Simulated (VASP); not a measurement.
Se, 1 atom in the cell. The structure is cubic, space group Im-3m (No. 229). The conventional cell has a = 2.705 Å, b = 2.705 Å, c = 2.705 Å, α = 90.00°, β = 90.00°, γ = 90.00°. Se (site symmetry m-3m) has 8 Se at 2.34 Å as nearest neighbours. This isn't the form of Se at room conditions, which is trigonal, of chains.

- Program: VASP 6.6.1
- Task: relaxation of cell and atoms
- Functional: PBEsol
- Potentials or basis: VASP PAW PBE potentials, release 64 (Se)
- Cutoff: 520 eV
- k mesh: 21 × 21 × 21
- Occupations: gaussian, width 1 eV
- Spin: no spin polarisation
- Target pressure: 250 GPa
- Further INCAR settings: ALGO = Fast; EDIFF = 1e-07; IBRION = 2; EDIFFG = -0.002; NSW = 80; ISIF = 3
- Target pressure: 250 GPa

Potentials or basis: VASP PAW PBE potentials, release 64 (Se).

The run is started by

```sh
$ cat potpaw_PBE.64/Se/POTCAR > POTCAR
$ mpirun -np 1 vasp_std > vasp.out
```

Hardware: 1 thread of Intel(R) Xeon(R) Platinum 8559C (Emerald Rapids), on a shared host.

Task: Estimate the wall time of this run.

Result: Wall time 47 s on 1 thread of Intel(R) Xeon(R) Platinum 8559C (Emerald Rapids), with other jobs on the host, peak memory 0.17 GiB. Counts: scf iterations 10, k points 891, ion steps 1.
